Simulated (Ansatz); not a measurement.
## SnO (P4/nmm), one atom moved over a plane

Level of theory: Ansatz 0.2.0, DFT PBE, scalar-relativistic, plane waves, PAW. The runs took a 420 eV cutoff, a Γ-centred 10×10×8 mesh and Gaussian smearing (0.05 eV). No spin polarisation. Energies are free energies at this smearing, counted from the undisturbed cell; pressure is positive in compression.

Reference structure (relaxed at this level):

```
CELL_PARAMETERS angstrom
3.86817 0.00000 0.00000
0.00000 3.86817 0.00000
0.00000 0.00000 5.06728
ATOMIC_POSITIONS crystal
Sn 0.00000 0.50000 0.22874
Sn 0.50000 0.00000 0.77126
O 0.00000 0.00000 0.00000
O 0.50000 0.50000 0.00000
```

Atom 3 (O) is moved by p along (1.000, 0.000, 0.000) and q along (0.000, 0.000, 1.000) (Å), all else fixed. Points are written (p, q).

Energy above the undisturbed cell in eV/cell (a dash: not computed):

| p \ q | -0.200 | -0.100 | 0.000 | 0.100 | 0.200 |
| --- | --- | --- | --- | --- | --- |
| -0.200 | 0.37 | 0.22 | ? | 0.14 | 0.21 |
| -0.100 | 0.19 | 0.08 | ? | 0.06 | 0.15 |
| 0.000 | ? | 0.03 | 0.00 | 0.03 | ? |
| 0.100 | 0.19 | 0.08 | ? | 0.06 | 0.15 |
| 0.200 | 0.37 | 0.22 | ? | 0.14 | 0.21 |

(1) Fill in the withheld energies.

Results:

(1) (-0.200, 0.000): 0.15; (-0.100, 0.000): 0.03; (0.000, -0.200): 0.13; (0.000, 0.200): 0.13; (0.100, 0.000): 0.03; (0.200, 0.000): 0.15.

Cost: 13 runs of about 17 core-minutes in all, on Intel Xeon Processor @ 2.50GHz (Skylake/Cascade Lake) (shared hosts).